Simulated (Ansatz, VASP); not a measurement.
One calculation of Rh, two programs

File INCAR:

```
AGGAC    = 1.0          
AGGAX    = 1.0          
ALDAC    = 0.0          
ALDAX    = 1.0          
ALGO     = Normal         # electronic algorithm
EDIFF    = 1E-6           # SCF threshold, eV
ENCUT    = 520            # plane-wave cutoff, eV
GGA      = B5             # functional
ISIF     = 2              # what is computed and relaxed
ISMEAR   = -1             # smearing method
LASPH    = True           # aspherical terms in the spheres
LCHARG   = False          # write CHGCAR
LREAL    = False          # projectors in reciprocal space
LWAVE    = False          # write WAVECAR
NBANDS   = 14             # bands
NELM     = 100            # most SCF steps
PREC     = Accurate       # precision mode
SIGMA    = 0.1            # smearing width, eV
```

Contents of KPOINTS:

```
k-points
0
Gamma
  14 14 14
```

The input POSCAR:

```
Rh
1.0
    2.6837341030      0.0000000000      0.0000000000
    0.0000000000      2.6837341030      0.0000000000
    0.0000000000      0.0000000000      2.6837341030
Rh
1
Direct
    0.0000000000      0.0000000000      0.0000000000
```

Input for Ansatz:

```yaml
crystal:
  lattice:
    - [2.683734103, 0.0, 0.0]
    - [0.0, 2.683734103, 0.0]
    - [0.0, 0.0, 2.683734103]
  atoms:
    - { symbol: Rh, position: [0.0, 0.0, 0.0] }
hamiltonian:
  xc: blyp
  pseudopotentials:
    kind: paw
    azcp:
      Rh: "pseudopotentials/Rh.paw.azcp"
basis:
  ecutwfc: 420
  fft_grid_basis: typed
kpoints:
  mp_grid: { grid: [14, 14, 14], shift: [0, 0, 0] }
magnetization:
  spin_polarized: false
scf:
  occupations: { method: fermi_dirac, width: 0.1 }
  lower_state_search: "off"
output:
  stress: true
```

Alike in both runs: task single point; functional BLYP; k mesh 14 × 14 × 14; occupations fermi-dirac, width 0.1 eV; no spin polarisation.

|  | VASP | Ansatz |
| --- | --- | --- |
| version | VASP 6.6.1 | Ansatz 0.2.0 |
| potentials or method | VASP PAW PBE potentials, release 64 (Rh_pv) | plane waves (420 eV) with PAW, scalar-relativistic |
| plane-wave cutoff (eV) | 520 | 420 |
| valence electrons in the cell | 15 | 17 |

Ansatz gave:

| Item | Value |
| --- | --- |
| pressure (GPa) | -13.0 |

Q: What did VASP give for the same quantities?

A: Pressure (GPa): -12.7.

The two sets of potentials don't hold the same shells in valence.

Caveats: the PAW data sets were made with another functional, which shifts forces and pressure a little (VASP).
